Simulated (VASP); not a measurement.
The system is CaO.

```
Ca O
1.0
     0.00000    2.45350    2.45350
     2.45350    0.00000    2.45350
     2.45350    2.45350    0.00000
Ca O
1 1
Direct
  0.00000 0.00000 0.00000
  0.50000 0.50000 0.50000
```

* Program: VASP 6.6.1
* Task: relaxation of cell and atoms
* Functional: LDA
* Potentials or basis: VASP PAW LDA potentials, release 64 (Ca_sv, O)
* Cutoff: 600 eV
* k mesh: 8 × 8 × 8
* Occupations: gaussian, width 0.02 eV
* Spin: no spin polarisation

At the start: pressure -11.7 GPa; volume 14.77 Å³/atom.

Problem. How do energy, volume and symmetry change on relaxing?

Solution. Over 3 steps the energy falls by 67.1 meV/atom and the volume is 13.12 Å³/atom (-11.2 %); space group Fm-3m (No. 225, to 0.05 Å).

Step by step:
| step | energy change (eV) | largest force (eV/Å) | pressure (GPa) | volume (Å³) |
| --- | --- | --- | --- | --- |
| 1 | 0.0000 | 0.0000 | -11.72 | 29.54 |
| 2 | -0.1146 | 0.0000 | 6.00 | 25.16 |
| 3 | -0.1342 | 0.0000 | 0.01 | 26.24 |

Final structure:
```
CELL_PARAMETERS angstrom
0.00000 2.35862 2.35862
2.35862 0.00000 2.35862
2.35862 2.35862 0.00000
ATOMIC_POSITIONS crystal
Ca 0.00000 0.00000 0.00000
O 0.50000 0.50000 0.50000
```

Caveat: the volume moved by -11 % from the deposited cell, more than functionals usually miss.
